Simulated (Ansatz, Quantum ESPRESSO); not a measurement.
**CaO (rock salt): bulk modulus from a few volumes**

How stiff is rock salt CaO under hydrostatic load? Each row scales the relaxed cell evenly and relaxes the atoms. The phase is followed to these pressures whether or not it stays the stable one.

Calculated with Quantum ESPRESSO 7.5, PBEsol, GBRV 1.5 ultrasoft potentials, cutoff 680 eV, Fermi–Dirac smearing 0.02 eV, k-mesh 10×10×10, no spin polarisation, no spin-orbit coupling.

Reference cell, relaxed at zero pressure with PBEsol (Fm-3m): a = 3.3704 Å, b = 3.3704 Å, c = 3.3704 Å, α = 60.00°, β = 60.00°, γ = 60.00°.

```csv
atom,x,y,z
Ca,0.0000,0.0000,0.0000
O,0.5000,0.5000,0.5000
```

```
V (Å³/atom)    V/V0  P (GPa)  E − E0 (meV/atom)
    12.7245  0.9400    8.230               20.6
    12.9952  0.9600    5.183                9.0
    13.2659  0.9800    2.451                2.3
    13.8074  1.0200   −2.195                1.6
    14.3489  1.0600   −5.947               15.1
```

V0 = 13.5367 Å³ an atom, where the residual pressure P0 is −0.001 GPa. **Question.** Fit the Birch–Murnaghan law and give the pressure and the energy at V = 14.0781 Å³ an atom, a row left out above.

With the Eulerian strain f = ½[(V0/V)^(2/3) − 1] and F = (P − P0)/[3f(1 + 2f)^(5/2)], the third-order law is the line F = B0 + (3/2) B0 (B′ − 4) f.

| f | F (GPa) |
| --- | --- |
| 0.02106 | 117.53 |
| 0.01380 | 117.02 |
| 0.00678 | 116.53 |
| −0.00656 | 115.28 |
| −0.01905 | 114.65 |

A straight line through the 5 rows: the means are 0.003206 for f and 116.2 for F, Σ(Δx)² = 0.001034 and ΣΔxΔy = 0.07709, so the slope is 0.07709/0.001034 = 74.525 and the intercept 116.2 − (74.525)(0.003206) = 115.96.

Hence B0 = 116.0 GPa and B′ = 4 + (74.5)/(1.5 × 116.0) = 4.43. For the withheld volume f = −0.01290, F = 115.00 GPa and P = −4.17 GPa. The run itself gives −4.18 GPa, so the estimate misses by 0.01 GPa, a rounding's worth.

Integrating the same law gives E − E0 = (9/2) B0 V0 f²[1 + (B′ − 4) f] + P0(V0 − V), with 1 GPa Å³ = 6.2415 meV: 7.3 meV an atom. The run itself gives 6.8 meV, so the estimate misses by 0.5 meV; the fitted rows themselves lie up to 0.9 meV off the law.

The same fit over all rows at other levels or in other programs gives B0 = 115 GPa with PBEsol (Ansatz).

Measured volume: 13.917 Å³ an atom (doi:10.1039/b820173k, 298 K), so V0 is −2.7 % off. A stiffness follows the volume as d ln B/d ln V = −B′, which moves B0 by about −12 % when it is taken at the measured volume.

The calculation is for a static lattice, while measurements hold thermal and zero-point motion.

[Logs are printed without paths, hosts, clocks, repeated set-up lines and the standing remarks that a program may print on its own settings, such as how far it seeks lower states.]
